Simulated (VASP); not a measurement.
**Results of a VASP single-point calculation on CdTe (strained zincblende)**

POSCAR

```
Cd Te
 1.0000000000000000
     0.0000000000000000    3.3727778470000001    3.2799551172000001
     3.3727778470000001    0.0000000000000000    3.2799551172000001
     3.3727778470000001    3.3727778470000001    0.0000000000000000
 Cd  Te
   1   1
Cartesian
  0.0000000000000000  0.0000000000000000  0.0000000000000000
  1.6863889235000000  1.6863889235000000  1.6399775585999998
```

| Item | Value |
| --- | --- |
| gap between bands v and c | 0.44 eV |
| least direct gap | 0.44 eV |

Band v is the last that the valence electrons fill when counted band by band, and c is the next. Levels in eV from the top of v:

```tsv
point	v−1	v	c	c+1
Γ	-0.08	0.00	0.44	4.59
X	-1.69	-1.69	2.47	2.69
K	-2.22	-1.31	2.91	4.39
L	-0.76	-0.64	1.66	5.09
W	-2.04	-1.88	3.82	4.60
```

Which of these levels of theory gave these results?
A. LDA
B. PBE0
C. PBE
D. r²SCAN
E. PBEsol
F. PBE with spin–orbit coupling
G. HSE06

C.

The INCAR was:

```
ENCUT = 520
PREC = Accurate
LCHARG = .TRUE.
ISIF = 2
GGA = PE
IBRION = -1
SIGMA = 0.02
ISMEAR = -1
LWAVE = .FALSE.
LELF = .TRUE.
NELM = 120
NBANDS = 16
NSW = 0
LASPH = .TRUE.
LREAL = .FALSE.
EDIFF = 1E-7
```
